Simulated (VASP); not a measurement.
Runs of VASP 6.6.1 on BN. It takes space group R3m (No. 160, trigonal). Conventional cell: a = 2.502 Å, b = 2.502 Å, c = 10.119 Å, α = 90.00°, β = 90.00°, γ = 120.00°. N (site symmetry 3m) is surrounded by 3 B at 1.44 Å. B (site symmetry 3m) is surrounded by 3 N at 1.44 Å. The cell is a database's computed one.

```tsv
level	gap on the mesh (eV)	pressure (GPa)	relaxed volume (Å³/atom)
RPBE+D4	4.07	0.0	(b)
revPBE+D4	(c)	0.0	8.23
RPBE+D3	4.29	-0.1	8.97
PBEsol+rVV10	(a)	-0.1	9.01
PBEsol+D4	4.03	0.0	8.65
```

Alike in all rows: task relaxation of cell and atoms; potentials or basis VASP PAW PBE potentials, release 64 (N, B); no spin polarisation; cell relaxed; k mesh 12 × 12 × 12; cutoff (eV) 600; smearing fermi-dirac 0.05 eV.

**Question.** Estimate the missing entries.

**Answer.** (a) 4.12; (b) 8.29; (c) 4.02.

Caveats: the PAW data sets were made with another functional, which shifts forces and pressure a little.

A k mesh can miss the band edges.
